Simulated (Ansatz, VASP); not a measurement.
Two plane-wave programs on Ni

INCAR

```
SYSTEM = Ni
  ALGO = Normal
  EDIFF = 1E-6
  ENCUT = 520
  GGA = RP
  ISIF = 2
  ISMEAR = -1
  LASPH = .True.
  LCHARG = .False.
  LREAL = .False.
  LWAVE = .False.
  NBANDS = 22
  NELM = 60
  PREC = Accurate
  SIGMA = 0.1
```

Contents of KPOINTS:

```
k-points
0
Gamma
  10 10 15
  0 0 0
```

File POSCAR:

```
Ni
1.0
    4.1368496971      0.0000000000      0.0000000000
   -2.0684248485      3.5826169293      0.0000000000
    0.0000000000      0.0000000000      2.4900668655
Ni
3
Direct
    0.0000000000      1.0000000000      0.0000000000
    0.3333333333      0.6666666667      0.5000000000
    0.6666666667      0.3333333333      0.5000000000
```

Input for Ansatz:

```yaml
crystal:
  lattice:
    - [4.1368496971, 0.0, 0.0]
    - [-2.0684248485, 3.5826169293, 0.0]
    - [0.0, 0.0, 2.4900668655]
  atoms:
    - { symbol: Ni, position: [0.0, 1.0, 0.0] }
    - { symbol: Ni, position: [0.3333333333, 0.6666666667, 0.5] }
    - { symbol: Ni, position: [0.6666666667, 0.3333333333, 0.5] }
hamiltonian:
  xc: rpbe
  pseudopotentials:
    kind: paw
    azcp:
      Ni: "pseudopotentials/Ni.paw.azcp"
basis:
  ecutwfc: 420
  fft_grid_basis: typed
kpoints:
  mp_grid: { grid: [10, 10, 15], shift: [0, 0, 0] }
magnetization:
  spin_polarized: false
scf:
  occupations: { method: fermi_dirac, width: 0.1 }
  lower_state_search: "off"
output:
  stress: true
```

Alike in both runs: task single point; functional RPBE; k mesh 10 × 10 × 15; occupations fermi-dirac, width 0.1 eV; no spin polarisation.

|  | VASP | Ansatz |
| --- | --- | --- |
| version | VASP 6.6.1 | Ansatz 0.2.0 |
| potentials or method | VASP PAW PBE potentials, release 64 (Ni) | plane waves (420 eV) with PAW, scalar-relativistic |
| plane-wave cutoff (eV) | 520 | 420 |
| valence electrons in the cell | 30 | 54 |

```csv
,VASP,Ansatz,Ansatz less VASP
pressure (GPa),-10.7,-11.1,-0.38
largest component of the traceless stress (GPa),0.19,0.25,+0.067
```

The two sets of potentials don't hold the same shells in valence.

Caveats: the PAW data sets were made with another functional, which shifts forces and pressure a little (VASP); the run has no spin polarisation, though such a crystal can be magnetic. Spin polarisation is off, so any magnetic state and its effect on volume and gap are missing.
